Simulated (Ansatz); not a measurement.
SiC (Moissanite 6H):

```
CELL_PARAMETERS angstrom
3.09500 0.00000 0.00000
-1.54750 2.68035 0.00000
0.00000 0.00000 15.17000
ATOMIC_POSITIONS crystal
Si 0.66667 0.33333 0.45830
Si 0.33333 0.66667 0.95830
Si 0.66667 0.33333 0.79170
Si 0.33333 0.66667 0.29170
Si 0.00000 0.00000 0.62500
Si 0.00000 0.00000 0.12500
C 0.66667 0.33333 0.33330
C 0.33333 0.66667 0.83330
C 0.66667 0.33333 0.66670
C 0.33333 0.66667 0.16670
C 0.00000 0.00000 0.50000
C 0.00000 0.00000 0.00000
```

```yaml
Program: Ansatz 0.2.0
Task: relaxation of cell and atoms
Functional: PBEsol
Dispersion: D3(BJ)
Potentials_or_basis: Ansatz PAW
Cutoff: "420 eV (not typed: the program's choice for these potentials)"
k_mesh: 10 × 10 × 2
Occupations: fermi-dirac, width 0.05 eV
Spin: no spin polarisation
```

At the start: volume 10.49 Å³/atom.

Where does the relaxation end?

It ends after 8 steps and the volume is 10.16 Å³/atom (-3.1 %); space group P6_3mc (No. 186, to 0.05 Å).

Step by step:
```
step  energy change (eV)  largest force (eV/Å)  volume (Å³)
   1              0.0000                0.1433       125.85
   2             -0.0729                0.0727       123.68
   3             -0.0937                0.0139       121.87
   4             -0.0936                0.0062       121.95
   5             -0.0936                0.0001       121.95
   6             -0.0873                0.0002       121.95
   7             -0.0875                0.0001       121.91
   8             -0.0874                0.0001       121.91
```

Final structure:
```
CELL_PARAMETERS angstrom
3.06137 0.00000 0.00000
-1.53069 2.65123 0.00000
0.00000 0.00000 15.01969
ATOMIC_POSITIONS crystal
Si 0.66667 0.33333 0.45832
Si 0.33333 0.66667 0.95832
Si 0.66667 0.33333 0.79182
Si 0.33333 0.66667 0.29182
Si 0.00000 0.00000 0.62503
Si 0.00000 0.00000 0.12503
C 0.66667 0.33333 0.33332
C 0.33333 0.66667 0.83332
C 0.66667 0.33333 0.66682
C 0.33333 0.66667 0.16682
C 0.00000 0.00000 0.49969
C 0.00000 0.00000 0.99969
```

Caveat: the plane-wave basis is chosen anew once the cell has moved, so the energies of steps on either side of that aren't comparable; the pressure holds a Pulay correction of +0.3 GPa for the finite cutoff; the PAW data sets come from PBE, with cores solved anew for the run's functional, which leaves a small shift of forces and pressure.
